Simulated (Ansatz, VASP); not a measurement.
# Ta in VASP and in Ansatz

```
Ta
1.0
     2.81479    0.00000    0.00000
     0.00000    2.81479    0.00000
     0.00000    0.00000    2.81479
Ta
1
Direct
  0.00000 0.00000 0.00000
```

Alike in both runs: task single point; functional BLYP; k mesh 13 × 13 × 13; occupations fermi-dirac, width 0.1 eV; no spin polarisation.

```csv
,VASP,Ansatz
version,VASP 6.6.1,Ansatz 0.2.0
potentials or method,"VASP PAW PBE potentials, release 64 (Ta_pv)","plane waves (420 eV) with PAW, scalar-relativistic"
plane-wave cutoff (eV),520,420
valence electrons in the cell,11,13
```

VASP gave:

| Item | Value |
| --- | --- |
| pressure (GPa) | -4.1 |

Problem. Estimate Ansatz's values.

Solution. Pressure (GPa): -4.6.

The functional is the same, so the differences come from potentials, cutoffs and numerics. The two sets of potentials don't hold the same shells in valence.

Caveats: the PAW data sets were made with another functional, which shifts forces and pressure a little (VASP). Spin-orbit coupling is left out, which matters for the levels of Ta.
